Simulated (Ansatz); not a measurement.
# Li under changes of volume

One of the cells (21.609 Å³/atom); the others are scaled copies at fixed shape and fractional positions:

```
Li
1.0
    -1.75465    1.75465    1.75465
     1.75465   -1.75465    1.75465
     1.75465    1.75465   -1.75465
Li
1
Direct
  0.00000 0.00000 0.00000
```

| Quantity | Value |
| --- | --- |
| Program | Ansatz 0.2.0 |
| Functional | revPBE |
| Potentials or basis | Ansatz PAW |
| Cutoff | 420 eV (not typed: the program's choice for these potentials) |
| k mesh | 11 × 11 × 11 |
| Occupations | fermi-dirac, width 0.05 eV |
| Spin | no spin polarisation |

| volume (Å³/atom) | energy over the lowest point (meV/atom) | pressure (GPa) |
| --- | --- | --- |
| 20.312 | 1.34 | 0.5 |
| 20.744 | 0.28 | 0.2 |
| 21.177 | 0.00 | 0.0 |
| 21.609 | 0.43 | -0.3 |
| 22.041 | 1.52 | -0.5 |
| 22.473 | 3.20 | -0.7 |
| 22.905 | ? | ? |

**Question.** What does the run at 22.905 Å³/atom give?

**Answer.** Energy over the lowest point 5.43 meV/atom; pressure -0.9 GPa.

Worked out: A Birch-Murnaghan fit of order 3 (a polynomial in V^(-2/3)) to the other rows has its minimum at 21.12 Å³/atom with B0 = V·E''(V) = 13.1 GPa and B' = 3.3. It gives 5.43 meV/atom at 22.905 Å³/atom, against the run's 5.43, and -dE/dV = -0.9 GPa, against -0.9.

Energies are extrapolated to zero smearing.

Caveats: the potentials were made for another functional, which shifts forces and pressure.
